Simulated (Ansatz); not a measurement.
# Y: a surface, (110), 2 layers

What do the surfaces of Y (110), 2 layers cost, and how tightly do they hold an electron? The runs shown use LAPW. Companion runs by PAW are cited. Its runs: bulk in the slab's orientation (LAPW); the reference run (LAPW); atoms relaxed (LAPW); no images along the normal (LAPW); no relativity (LAPW).

Computed with Ansatz 0.2.0 (DFT PBE, with the methods named in each step, unless a step's input says otherwise).

1 further run of the same task is left out (for rules on what this collection holds). Runs told in other sessions of the task aren't counted.

## Step 1: The system as given

It takes space group Fm-3m (No. 225, cubic). The conventional cell has a = 5.062 Å, b = 5.062 Å, c = 5.062 Å, α = 90.00°, β = 90.00°, γ = 90.00°. Y (site symmetry m-3m) is surrounded by 12 Y at 3.58 Å.

As a file:

```cif
data_structure
_symmetry_space_group_name_H-M 'P 1'
_symmetry_Int_Tables_number 1
_cell_length_a 3.5795
_cell_length_b 5.0622
_cell_length_c 3.5795
_cell_angle_alpha 90.000
_cell_angle_beta 90.000
_cell_angle_gamma 90.000
_cell_volume 64.86
loop_
_atom_site_label
_atom_site_type_symbol
_atom_site_fract_x
_atom_site_fract_y
_atom_site_fract_z
_atom_site_occupancy
Y1 Y 0.00000 0.00000 0.00000 1
Y2 Y 0.50000 0.50000 0.50000 1
```

Atoms are numbered in the order of the input: Y1, Y2.

## Step 2: Bulk in the slab's orientation, LAPW

Contents of input.yaml:

```yaml
crystal:
  lattice:
    - [-2.5310965292, 2.5310965292, 0.0]
    - [0.0, 0.0, 5.0621930585]
    - [2.5310965292, 2.5310965292, 0.0]
  atoms:
    - { symbol: "Y", position: [0.0, 0.0, 0.0] }
    - { symbol: "Y", position: [0.5, 0.5, 0.5] }
kpoints:
  mp_grid: { grid: [9, 7, 9] }
scf:
  occupations: { method: fermi_dirac, width: 0.05 }
hamiltonian:
  xc: pbe
  pseudopotentials: { kind: all_electron, lapw: { basis_error: 0.001 } }
output:
  forces: true
  stress: true
  eigenvalues: true
```

The run is started by

```bash
ansatz run input.yaml --threads 1 --pin off --max-ram 3584MiB --backend cpu --events-out ev --progress --plain --runs-dir out
```

After this run come: Slab as cut, LAPW; Atoms relaxed, LAPW; No images along the normal, LAPW; No relativity, LAPW.

**Question.** What will these runs give? Wanted: surface energy; work function (for each run or level that gives them).

**Answer**, as computed:

```
                      quantity      value
surface energy (LAPW, relaxed)  1.13 J/m²
 work function (LAPW, relaxed)    2.94 eV
 surface energy (PAW, relaxed)  1.13 J/m²
  work function (PAW, relaxed)    2.94 eV
```

In words: By LAPW the surface costs 1.14 J/m² as cut and 1.13 J/m² relaxed. No relativity moves the work function by -0.02 eV (LAPW). Thickness wasn't converged, and no reconstruction was sought.
